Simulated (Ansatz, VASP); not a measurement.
## Two plane-wave programs on Si

INCAR

```
SYSTEM = Si
  PREC = Accurate
  ENCUT = 520
  EDIFF = 1E-6
  ISMEAR = -1
  SIGMA = 0.05
  LREAL = .FALSE.
  LASPH = .TRUE.
  NELM = 60
  ALGO = Normal
  ISIF = 2
  LWAVE = .FALSE.
  LCHARG = .TRUE.
  GGA = PE
  LELF = .TRUE.
  LVHAR = .TRUE.
  NBANDS = 11
```

KPOINTS

```
regular mesh
0
G
  11 11 11
  0 0 0
```

The input POSCAR:

```
Si
1.0
   -2.4025781503      2.4025781503      1.3467577299
    2.4025781503     -2.4025781503      1.3467577299
    2.4025781503      2.4025781503     -1.3467577299
Si
2
Direct
    0.5000000000      0.5000000000      0.0000000000
    0.2500000000      0.7500000000      0.5000000000
```

File input.yaml:

```yaml
crystal:
  lattice:
    - [-2.4025781503, 2.4025781503, 1.3467577299]
    - [2.4025781503, -2.4025781503, 1.3467577299]
    - [2.4025781503, 2.4025781503, -1.3467577299]
  atoms:
    - { symbol: Si, position: [0.5, 0.5, 0.0] }
    - { symbol: Si, position: [0.25, 0.75, 0.5] }
hamiltonian:
  xc: pbe
  pseudopotentials: { kind: paw, azcp: { folder: soft_1 } }
kpoints:
  mp_grid: { grid: [11, 11, 11] }
scf:
  occupations: { method: fermi_dirac, width: 0.05 }
output:
  forces: true
  stress: true
  eigenvalues: true
  write_density: true
  write_potential: true
  elf: true
  volumetric_format: npy
```

This isn't the form of Si at room conditions, which is diamond.

Alike in both runs: task single point; functional PBE; k mesh 11 × 11 × 11; occupations fermi-dirac, width 0.05 eV; no spin polarisation.

|  | VASP | Ansatz |
| --- | --- | --- |
| version | VASP 6.6.1 | Ansatz 0.2.0 |
| potentials or method | VASP PAW PBE potentials, release 64 (Si) | Ansatz PAW soft_1 |
| plane-wave cutoff (eV) | 520 | 420 |
| valence electrons in the cell | 8 | 8 |

|  | VASP | Ansatz | Ansatz less VASP |
| --- | --- | --- | --- |
| gap on the k mesh at the Fermi level (eV) | none | none | - |
| pressure (GPa) | -1.2 | -1.2 | +0.05 |
| largest component of the traceless stress (GPa) | 0.50 | 0.51 | +0.006 |

A gap of «none» marks a metal or a gap that the smearing closes.
